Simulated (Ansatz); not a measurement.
# HfO2 (CdI2 type): a single-point run

Aim: a sound single-point run of HfO2 (CdI2 type). The structure is shown as the input types it.

Method: DFT PBE, scalar-relativistic, plane waves, PAW, in Ansatz 0.2.0.

### 1 The starting structure

Symmetry: P-3m1, No. 164, trigonal system. The conventional cell has a = 3.252 Å, b = 3.252 Å, c = 5.602 Å, α = 90.00°, β = 90.00°, γ = 120.00°. Hf (site symmetry -3m) is surrounded by 6 O at 2.11 Å. O (site symmetry 3m) has 3 Hf at 2.11 Å as nearest neighbours.

Coordinates:

```cif
data_structure
_symmetry_space_group_name_H-M 'P 1'
_symmetry_Int_Tables_number 1
_cell_length_a 3.2522
_cell_length_b 3.2522
_cell_length_c 5.6017
_cell_angle_alpha 90.000
_cell_angle_beta 90.000
_cell_angle_gamma 120.000
_cell_volume 51.31
loop_
_atom_site_label
_atom_site_type_symbol
_atom_site_fract_x
_atom_site_fract_y
_atom_site_fract_z
_atom_site_occupancy
Hf1 Hf 0.00000 0.00000 0.00000 1
O1 O 0.33333 0.66667 0.17312 1
O2 O 0.66667 0.33333 0.82688 1
```

### 2 The run

input.yaml reads:

```yaml
crystal:
  lattice:
    - [3.252211195514, 2.886747970106e-11, 0.0]
    - [-1.626105597782, 2.816497513773, 0.0]
    - [0.0, 0.0, 5.6017024625]
  atoms:
    - { symbol: Hf, position: [0.0, 0.0, 0.0] }
    - { symbol: O, position: [0.3333333333333, 0.6666666666667, 0.1731211689] }
    - { symbol: O, position: [0.6666666666667, 0.3333333333333, 0.8268788311] }
basis:
  ecutwfc: 420
  ecutrho_ratio: 4
kpoints:
  mp_grid: { grid: [12, 12, 6] }
hamiltonian:
  xc: pbe
scf:
  max_iter: 80
output:
  forces: true
  stress: true
```

Command:

```
$ ansatz run input.yaml --threads 2 --pin off --max-ram 2662MiB --backend cpu --events-out ev --progress --plain --runs-dir out
```

The log of the run:

```text
Error: YAML parse error: `scf.occupations.method` is required: fixed only where the cell keeps a band gap throughout the run, explicit beside scf.occupations.values (under evaluate: without them), else a smearing such as fermi_dirac (scf.occupations.width is optional; its entry in the input reference gives the default)
```

It took 0.02 s on 2 threads of Arm Neoverse V2, shared host; peak memory 0.022 GiB.

### 3 Diagnosis

The program refused the input before any cycle. The line that matters: «`scf.occupations.method` is required: fixed only where the cell keeps a band gap throughout the run, explicit beside scf.occupations.values (under evaluate: without them) ...»

Look at the input: scf.occupations.method is missing; scf.occupations.width is missing. A required setting is missing, and the program won't guess it.

Fix: set scf.occupations.method to gaussian and scf.occupations.width to 0.05.

### 4 Second try

Besides the cure, the input differs in scf.max_iter, kpoints.band_path, scf.n_extra_bands, output requests.

input.yaml reads:

```yaml
crystal:
  lattice:
    - [3.2522111955, 0.0, 0.0]
    - [-1.6261055978, 2.8164975138, 0.0]
    - [0.0, 0.0, 5.6017024625]
  atoms:
    - { symbol: Hf, position: [0.0, 0.0, 0.0] }
    - { symbol: O, position: [0.3333333333, 0.6666666667, 0.1731211689] }
    - { symbol: O, position: [0.6666666667, 0.3333333333, 0.8268788311] }
basis:
  ecutwfc: 420
  ecutrho_ratio: 4
kpoints:
  mp_grid: { grid: [12, 12, 6] }
  band_path:
    path:
      - [[0.0, 0.0, 0.0], [0.5, 0.0, 0.0], [0.33333333, 0.33333333, 0.0], [0.0, 0.0, 0.0], [0.0, 0.0, 0.5], [0.5, 0.0, 0.5], [0.33333333, 0.33333333, 0.5], [0.0, 0.0, 0.5]]
      - [[0.5, 0.0, 0.5], [0.5, 0.0, 0.0]]
      - [[0.33333333, 0.33333333, 0.5], [0.33333333, 0.33333333, 0.0]]
    npoints: 14
hamiltonian:
  xc: pbe
scf:
  occupations: { method: gaussian, width: 0.05 }
  n_extra_bands: 12
output:
  forces: true
  stress: true
  eigenvalues: true
  populations: true
  dos: { projected: true, de: 0.02, nscf_kmesh: { grid: [18, 18, 9] } }
  bader: true
  write_density: true
  write_potential: true
  elf: true
  volumetric_format: npy
```

Command:

```
$ ansatz run input.yaml --threads 2 --pin off --max-ram 2662MiB --backend cpu --events-out ev --progress --plain --runs-dir out
```

Excerpt of the output:

```text
[...]
Basis set: ecut = 420 eV, 1039 PW (Γ), exchange–correlation on 48×48×80 points (8 copies of the dense FFT grid, shifted against one another)
[...]
k-points: 100 of 864
[...]
SCF iter   1: F=—  HF=-16860.999291 eV  |F-HF|=—  |Δ(HF+E_count)|=         —  Δρ=2.03e-3  dr2=1.81e-3  ethr=1.77e-3  ⟨swp⟩=6.0  Hψ=13037  notcnv=0  defer=89
preconditioner: auto → Resta (q_TF=auto, 2.595 Å⁻¹)  ε∞=2.8  [insulator: Δε(μ)=4.755 eV  Ē_g=22.985 eV  σ=0.050 eV  W_gap=1.00  n_scr=22 (ndim 8)  ℏωp=31.1 eV  f_vac=0.328  D(μ)=0.00/eV (n_scr^D=0)  ε∞_Penn≈2.8]
SCF iter   2: F=—  HF=-16860.999180 eV  |F-HF|=—  |Δ(HF+E_count)|=   1.11e-4  Δρ=1.03e-3  dr2=4.95e-4  ethr=4.77e-6  ⟨swp⟩=2.0  Hψ=5706  notcnv=0  defer=296
[...]
SCF iter   6: F=—  HF=-16860.999363 eV  |F-HF|=—  |Δ(HF+E_count)|=   4.49e-8  Δρ=1.49e-5  dr2=1.08e-7  ethr=2.09e-9  ⟨swp⟩=2.0  Hψ=4350  notcnv=0  defer=296
SCF iter   7: F=-16860.999363 eV  HF=-16860.999363 eV  |F-HF|=1.95e-8  |Δ(HF+E_count)|=   8.99e-9  Δρ=6.24e-6  dr2=1.54e-8  ethr=2.63e-10  ⟨swp⟩=14.6  Hψ=22296  notcnv=0
[...]
SCF converged after 7 iterations
Free energy (F): -16860.999363 eV
[...]
E sigma→0 (E₀):  -16860.999363 eV
Fermi energy:    9.146423 eV
[...]
  P = ⅓ Tr σ = 0.0045 GPa (0.045 kbar)
[...]
```

Run time: 24 s. Hardware: 2 threads of Arm Neoverse V2, shared host; peak memory 0.5 GiB.

Density in a lattice plane of the grid's cell (edges 3.25 and 5.60 Å, at 0.000 of the third edge), which holds Hf.

Ten even steps from ' ' (0.00 e/Å³) to '@' (35.50 e/Å³):
```
##++::                  ::++
::::..                  ..::
                            
                            
                            
                            
                            
                            
                            
                            
                            
                            
                            
                            
                            
                            
                            
::::..                  ..::
##++::                  ::++
@@##==..              ..==##
```
Columns run along the first of these edges and rows up along the second, over one cell in 14 and 20 even steps from the bottom left corner. Atoms in the plane (fractional): Hf at (0.00, 0.00).

ELF in the same plane.

Ten even steps from ' ' (0.00) to '@' (0.84):
```
@@@@@@##::..::::::..::##@@@@
@@@@%%==..::==++==::..==%%@@
**++--....==**##**==....--++
....  ..--**##%%##**--..  ..
      ..--**######**--..    
      ..--==++++++==--..    
        ..::------::..      
            ......          
                            
                            
                            
            ......          
        ..::------::..      
      ..--==++++++==--..    
      ..--**######**--..    
....  ..--**##%%##**--..  ..
**++--....==**##**==....--++
@@@@%%==..::==++==::..==%%@@
@@@@@@##::..::::::..::##@@@@
%%@@@@%%--  ......  --%%@@@@
```
Columns run along the first of these edges and rows up along the second, over one cell in 14 and 20 even steps from the bottom left corner. Atoms in the plane (fractional): Hf at (0.00, 0.00).

Both are smooth fields of the valence electrons: close to the nuclei they are not physical.

Maxima of ELF outside the ion cores: 0.85 in the shell around O, 0.6 Å from O.

### 5 Outcome

| quantity | value |
| --- | --- |
| first try | refused |
| cause | required setting missing |
| second try | converged, 7 SCF cycles |
| energy (zero set by the potentials) | -16860.9994 eV |
| pressure | 0.00 GPa |
| gap on the mesh | 4.76 eV |
| largest force | 0.001 eV/Å |

**Reading.** With the input mended the run converges in 7 SCF cycles. The gap of the reference lacks spin-orbit coupling, though the cell holds Hf.

The gaps are Kohn-Sham values of a semilocal functional, not quasiparticle or optical gaps. Such gaps usually fall short of the measured ones.
